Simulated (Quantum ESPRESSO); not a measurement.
The system is CuO.

```xyz
4
Lattice="2.3446 -1.7134 0.0000 2.3446 1.7134 0.0000 -0.8605 0.0000 5.0594" Properties=species:S:1:pos:R:3 pbc="T T T"
Cu    1.1723    0.8457    0.0000
Cu    0.7420   -0.8457    2.5297
O     2.0724   -0.2841    1.2836
O     1.6421    0.2841    3.8133
```

Base run:

| Property | Result |
| --- | --- |
| Program | Quantum ESPRESSO 7.5 |
| Functional | PBEsol |
| Potentials or basis | GBRV 1.5 PBEsol |
| Cutoff | 762 eV |
| Density cutoff | 6095 eV |
| k mesh | 10 × 10 × 5 |
| Occupations | fermi-dirac, width 0.05 eV |
| Spin | no spin polarisation |

Its results: band gap on the k mesh none (metal or under the smearing width); pressure -2.2 GPa; largest force 0.763 eV/Å.

The run is repeated on the same cell with these changes: functional from PBEsol to PBE; potentials or basis from GBRV 1.5 PBEsol to Ansatz NC SR PBE; cutoff from 762 eV to 1252 eV; density cutoff from 6095 eV to 5007 eV. What comes out?

Band gap on the k mesh none (metal or under the smearing width); pressure 5.7 GPa; largest force 0.766 eV/Å.

Caveats: the run has no spin polarisation, though such a crystal can be magnetic; semilocal functionals often make such compounds metallic where correlation or magnetic order opens a gap, which also shifts bond lengths.
